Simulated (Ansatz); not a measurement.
# Nb: experiment and calculation

**Experimental background.**

From “On the preparation and electronic properties of clean superconducting Nb(110) surfaces”, 2019, arxiv:1906.07796, for a bulk crystal of Nb: lattice constant a 3.296 Å.

From “Pressure effects on the electronic structure and superconductivity of (TaNb)0.67(HfZrTi)0.33 high entropy alloy”, 2019, arxiv:1910.08312, for a bulk crystal of Nb: bulk modulus 169 GPa.

The runs below are set against these values where they give the same quantity.

All numbers below come from Ansatz, DFT r2SCAN, scalar-relativistic, plane waves, PAW.

Settings: cutoff 500 eV, Γ-centred mesh 18×18×18 on the computed 1-atom cell, Gaussian smearing of 0.10 eV; no spin polarisation.

Relaxed structure, symmetry kept:

```xyz
1
Lattice="-1.6523 1.6523 1.6523 1.6523 -1.6523 1.6523 1.6523 1.6523 -1.6523" Properties=species:S:1:pos:R:3 pbc="T T T"
Nb    0.0000    0.0000    0.0000
```

- Space group: Im-3m (No. 229)
- Volume per atom: 18.04 Å³
- Formation energy from the elements' standard states (uncorrected): +0.001 eV/atom
- Generalised Kohn–Sham band gap: none (metal)
- Density of states at the Fermi level: 1.41 states/eV per cell
- Löwdin character within 0.5 eV of the Fermi level: Nb 4d 85 %, Nb 5s 9 %
- Bulk modulus: 173 GPa
- Its pressure derivative: 3.1
- Bader charges (e): Nb (1 in the cell) 0.00

Measured lattice constant a of Nb: 3.296 Å (quoted in the paper above). This calculation gives 3.305 Å (+0.3 %). The calculation is for 0 K without zero-point motion. Against the measured bulk modulus of Nb, 169 GPa (quoted in the paper above), the calculated 173 GPa is off by +2.3 %.

Cost: 6 runs of about 1.1 core-minutes in all, on Arm Neoverse V2 (shared hosts).